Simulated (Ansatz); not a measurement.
Set up this calculation in Ansatz 0.2.0, as the native input.

| Property | Result |
| --- | --- |
| Task | single point |
| Functional | PBE |
| Potentials or basis | Ansatz PAW |
| Cutoff | 420 eV (not typed: the program's choice for these potentials) |
| k mesh | 11 × 11 × 11 |
| Occupations | fermi-dirac, width 0.05 eV |
| Spin | collinear spin, ferromagnetic start |
| Starting moments | [1.0, 0.0] μB |

The system is NiO.

```
Ni O
1.0
     2.50462    0.00000    0.00000
     0.00000    2.50462    0.00000
     0.00000    0.00000    2.50462
Ni O
1 1
Direct
  0.00000 0.00000 0.00000
  0.50000 0.50000 0.50000
```

Measurements of this composition are mostly on another form, of space group No. 225.

One way to write it, as run:

input.yaml

```yaml
crystal:
  lattice:
    - [2.50461538, 0.0, 0.0]
    - [0.0, 2.50461538, 0.0]
    - [0.0, 0.0, 2.50461538]
  atoms:
    - { symbol: Ni, position: [0.0, 0.0, 0.0], spin: 1.0 }
    - { symbol: O, position: [0.5, 0.5, 0.5] }
hamiltonian:
  xc: pbe
  pseudopotentials: { kind: paw }
magnetization:
  spin_polarized: true
kpoints:
  mp_grid: { grid: [11, 11, 11] }
scf:
  occupations: { method: fermi_dirac, width: 0.05 }
output:
  forces: true
  stress: true
  eigenvalues: true
```

Potentials or basis: Ansatz PAW.

Run with:

```console
$ ansatz run input.yaml --threads 2 --pin off --max-ram 5632MiB --backend cpu --events-out ev --progress --plain --runs-dir out
```

Results of the run:

```
Pressure               : 23.8 GPa
Band gap on the k mesh : none (metal or under the smearing width)
Net moment             : 0.00 μB per cell
Absolute moment        : 0.00 μB per cell
```

Caveat: the pressure holds a Pulay correction of +0.8 GPa for the finite cutoff; semilocal functionals often make such compounds metallic where correlation or magnetic order opens a gap, which also shifts bond lengths; the starting moments weren't kept.

Wall time 9.7 s on 2 threads of AMD EPYC 7571, on a shared host, peak memory 0.38 GiB.
